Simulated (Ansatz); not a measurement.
# Li2O: the cost of one run

Computed with Ansatz 0.2.0 (DFT r2SCAN, scalar-relativistic, plane waves, PAW, unless a step's input says otherwise).

## (1) The system as given

It takes space group R3m (No. 160, trigonal). The conventional cell has a = 12.934 Å, b = 12.934 Å, c = 15.840 Å, α = 90.00°, β = 90.00°, γ = 120.00°. Li (site symmetry 3m) has 1 Li at 1.98 Å and 4 O at 1.98 Å as nearest neighbours. Li (site symmetry m) has 1 Li at 1.98 Å and 4 O at 1.98 Å as nearest neighbours. Li (site symmetry m) is surrounded by 4 O at 1.98 Å. Around Li (site symmetry 1) lie 4 O at 1.98 Å. Only part of the 30 independent sites is listed.

Structure file:

```
Li O
1.0
     9.14549    0.00000    0.00000
     0.00000    9.14549    0.00000
     0.00000    0.00000    9.14549
Li O
64 32
Direct
  0.62500 0.12500 0.12500
  0.87500 0.37500 0.12500
  0.87500 0.12500 0.37500
  0.12500 0.12500 0.12500
  0.37500 0.37500 0.12500
  0.62500 0.62500 0.12500
  0.87500 0.87500 0.12500
  0.37500 0.12500 0.37500
  0.62500 0.37500 0.37500
  0.87500 0.62500 0.37500
  0.62500 0.12500 0.62500
  0.87500 0.37500 0.62500
  0.87500 0.12500 0.87500
  0.12500 0.62500 0.12500
  0.37500 0.87500 0.12500
  0.12500 0.37500 0.37500
  0.37500 0.62500 0.37500
  0.62500 0.87500 0.37500
  0.12500 0.12500 0.62500
  0.37500 0.37500 0.62500
  0.62500 0.62500 0.62500
  0.87500 0.87500 0.62500
  0.37500 0.12500 0.87500
  0.62500 0.37500 0.87500
  0.87500 0.62500 0.87500
  0.12500 0.87500 0.37500
  0.12500 0.62500 0.62500
  0.37500 0.87500 0.62500
  0.12500 0.37500 0.87500
  0.37500 0.62500 0.87500
  0.62500 0.87500 0.87500
  0.12500 0.87500 0.87500
  0.87500 0.37500 0.37500
  0.12500 0.62500 0.37500
  0.12500 0.37500 0.62500
  0.37500 0.37500 0.37500
  0.62500 0.62500 0.37500
  0.87500 0.87500 0.37500
  0.12500 0.12500 0.37500
  0.62500 0.37500 0.62500
  0.87500 0.62500 0.62500
  0.12500 0.87500 0.62500
  0.87500 0.37500 0.87500
  0.12500 0.62500 0.87500
  0.12500 0.37500 0.12500
  0.37500 0.87500 0.37500
  0.62500 0.12500 0.37500
  0.37500 0.62500 0.62500
  0.62500 0.87500 0.62500
  0.87500 0.12500 0.62500
  0.37500 0.37500 0.87500
  0.62500 0.62500 0.87500
  0.87500 0.87500 0.87500
  0.12500 0.12500 0.87500
  0.62500 0.37500 0.12500
  0.87500 0.62500 0.12500
  0.12500 0.87500 0.12500
  0.37500 0.12500 0.62500
  0.75000 0.25000 0.25000
  0.62500 0.12500 0.87500
  0.37500 0.62500 0.12500
  0.62500 0.87500 0.12500
  0.87500 0.12500 0.12500
  0.37500 0.12500 0.12500
  0.50000 0.00000 0.00000
  0.75000 0.25000 0.00000
  0.75000 0.00000 0.25000
  0.00000 0.00000 0.00000
  0.25000 0.25000 0.00000
  0.50000 0.50000 0.00000
  0.75000 0.75000 0.00000
  0.25000 0.00000 0.25000
  0.50000 0.25000 0.25000
  0.75000 0.50000 0.25000
  0.50000 0.00000 0.50000
  0.75000 0.25000 0.50000
  0.75000 0.00000 0.75000
  0.00000 0.50000 0.00000
  0.25000 0.75000 0.00000
  0.00000 0.25000 0.25000
  0.25000 0.50000 0.25000
  0.50000 0.75000 0.25000
  0.00000 0.00000 0.50000
  0.25000 0.25000 0.50000
  0.50000 0.50000 0.50000
  0.75000 0.75000 0.50000
  0.25000 0.00000 0.75000
  0.50000 0.25000 0.75000
  0.75000 0.50000 0.75000
  0.00000 0.75000 0.25000
  0.00000 0.50000 0.50000
  0.25000 0.75000 0.50000
  0.00000 0.25000 0.75000
  0.25000 0.50000 0.75000
  0.50000 0.75000 0.75000
  0.00000 0.75000 0.75000
```

The structure rests on a cell from the Crystallography Open Database, changed: 1 atom is set at new places.

## (2) Relaxing the atoms: Li64O32 defect cell, no spin

It takes the final geometry of an earlier run: 1 atom is set at new places.

File input.yaml:

```yaml
crystal:
  lattice:
    - [9.1454922913, 0.0, 0.0]
    - [0.0, 9.1454922913, 0.0]
    - [0.0, 0.0, 9.1454922913]
  atoms:
    - { symbol: Li, position: [0.625, 0.125, 0.125] }
    - { symbol: Li, position: [0.875, 0.375, 0.125] }
    - { symbol: Li, position: [0.875, 0.125, 0.375] }
    - { symbol: Li, position: [0.125, 0.125, 0.125] }
    - { symbol: Li, position: [0.375, 0.375, 0.125] }
    - { symbol: Li, position: [0.625, 0.625, 0.125] }
    - { symbol: Li, position: [0.875, 0.875, 0.125] }
    - { symbol: Li, position: [0.375, 0.125, 0.375] }
    - { symbol: Li, position: [0.625, 0.375, 0.375] }
    - { symbol: Li, position: [0.875, 0.625, 0.375] }
    - { symbol: Li, position: [0.625, 0.125, 0.625] }
    - { symbol: Li, position: [0.875, 0.375, 0.625] }
    - { symbol: Li, position: [0.875, 0.125, 0.875] }
    - { symbol: Li, position: [0.125, 0.625, 0.125] }
    - { symbol: Li, position: [0.375, 0.875, 0.125] }
    - { symbol: Li, position: [0.125, 0.375, 0.375] }
    - { symbol: Li, position: [0.375, 0.625, 0.375] }
    - { symbol: Li, position: [0.625, 0.875, 0.375] }
    - { symbol: Li, position: [0.125, 0.125, 0.625] }
    - { symbol: Li, position: [0.375, 0.375, 0.625] }
    - { symbol: Li, position: [0.625, 0.625, 0.625] }
    - { symbol: Li, position: [0.875, 0.875, 0.625] }
    - { symbol: Li, position: [0.375, 0.125, 0.875] }
    - { symbol: Li, position: [0.625, 0.375, 0.875] }
    - { symbol: Li, position: [0.875, 0.625, 0.875] }
    - { symbol: Li, position: [0.125, 0.875, 0.375] }
    - { symbol: Li, position: [0.125, 0.625, 0.625] }
    - { symbol: Li, position: [0.375, 0.875, 0.625] }
    - { symbol: Li, position: [0.125, 0.375, 0.875] }
    - { symbol: Li, position: [0.375, 0.625, 0.875] }
    - { symbol: Li, position: [0.625, 0.875, 0.875] }
    - { symbol: Li, position: [0.125, 0.875, 0.875] }
    - { symbol: Li, position: [0.875, 0.375, 0.375] }
    - { symbol: Li, position: [0.125, 0.625, 0.375] }
    - { symbol: Li, position: [0.125, 0.375, 0.625] }
    - { symbol: Li, position: [0.375, 0.375, 0.375] }
    - { symbol: Li, position: [0.625, 0.625, 0.375] }
    - { symbol: Li, position: [0.875, 0.875, 0.375] }
    - { symbol: Li, position: [0.125, 0.125, 0.375] }
    - { symbol: Li, position: [0.625, 0.375, 0.625] }
    - { symbol: Li, position: [0.875, 0.625, 0.625] }
    - { symbol: Li, position: [0.125, 0.875, 0.625] }
    - { symbol: Li, position: [0.875, 0.375, 0.875] }
    - { symbol: Li, position: [0.125, 0.625, 0.875] }
    - { symbol: Li, position: [0.125, 0.375, 0.125] }
    - { symbol: Li, position: [0.375, 0.875, 0.375] }
    - { symbol: Li, position: [0.625, 0.125, 0.375] }
    - { symbol: Li, position: [0.375, 0.625, 0.625] }
    - { symbol: Li, position: [0.625, 0.875, 0.625] }
    - { symbol: Li, position: [0.875, 0.125, 0.625] }
    - { symbol: Li, position: [0.375, 0.375, 0.875] }
    - { symbol: Li, position: [0.625, 0.625, 0.875] }
    - { symbol: Li, position: [0.875, 0.875, 0.875] }
    - { symbol: Li, position: [0.125, 0.125, 0.875] }
    - { symbol: Li, position: [0.625, 0.375, 0.125] }
    - { symbol: Li, position: [0.875, 0.625, 0.125] }
    - { symbol: Li, position: [0.125, 0.875, 0.125] }
    - { symbol: Li, position: [0.375, 0.125, 0.625] }
    - { symbol: Li, position: [0.75, 0.25, 0.25] }
    - { symbol: Li, position: [0.625, 0.125, 0.875] }
    - { symbol: Li, position: [0.375, 0.625, 0.125] }
    - { symbol: Li, position: [0.625, 0.875, 0.125] }
    - { symbol: Li, position: [0.875, 0.125, 0.125] }
    - { symbol: Li, position: [0.375, 0.125, 0.125] }
    - { symbol: O, position: [0.5, 0.0, 0.0] }
    - { symbol: O, position: [0.75, 0.25, 0.0] }
    - { symbol: O, position: [0.75, 0.0, 0.25] }
    - { symbol: O, position: [0.0, 0.0, 0.0] }
    - { symbol: O, position: [0.25, 0.25, 0.0] }
    - { symbol: O, position: [0.5, 0.5, 0.0] }
    - { symbol: O, position: [0.75, 0.75, 0.0] }
    - { symbol: O, position: [0.25, 0.0, 0.25] }
    - { symbol: O, position: [0.5, 0.25, 0.25] }
    - { symbol: O, position: [0.75, 0.5, 0.25] }
    - { symbol: O, position: [0.5, 0.0, 0.5] }
    - { symbol: O, position: [0.75, 0.25, 0.5] }
    - { symbol: O, position: [0.75, 0.0, 0.75] }
    - { symbol: O, position: [0.0, 0.5, 0.0] }
    - { symbol: O, position: [0.25, 0.75, 0.0] }
    - { symbol: O, position: [0.0, 0.25, 0.25] }
    - { symbol: O, position: [0.25, 0.5, 0.25] }
    - { symbol: O, position: [0.5, 0.75, 0.25] }
    - { symbol: O, position: [0.0, 0.0, 0.5] }
    - { symbol: O, position: [0.25, 0.25, 0.5] }
    - { symbol: O, position: [0.5, 0.5, 0.5] }
    - { symbol: O, position: [0.75, 0.75, 0.5] }
    - { symbol: O, position: [0.25, 0.0, 0.75] }
    - { symbol: O, position: [0.5, 0.25, 0.75] }
    - { symbol: O, position: [0.75, 0.5, 0.75] }
    - { symbol: O, position: [0.0, 0.75, 0.25] }
    - { symbol: O, position: [0.0, 0.5, 0.5] }
    - { symbol: O, position: [0.25, 0.75, 0.5] }
    - { symbol: O, position: [0.0, 0.25, 0.75] }
    - { symbol: O, position: [0.25, 0.5, 0.75] }
    - { symbol: O, position: [0.5, 0.75, 0.75] }
    - { symbol: O, position: [0.0, 0.75, 0.75] }
scf:
  occupations: { method: gaussian, width: 0.02 }
output:
  forces: true
  stress: false
  eigenvalues: true
hamiltonian:
  xc: r2scan
kpoints:
  mp_grid: { grid: [1, 1, 1] }
relax:
  f_tol: 0.02
  adjacent_minimum: "off"
```

Run with:

```bash
> ansatz run input.yaml --threads 4 --pin off --max-ram 14336MiB --backend cpu --events-out ev --progress --plain --runs-dir out
```

What time and memory should one allow on 4 threads of Intel Xeon Platinum 8488C (Sapphire Rapids), shared host?

About 60 s, with a peak of 2.2 GiB.
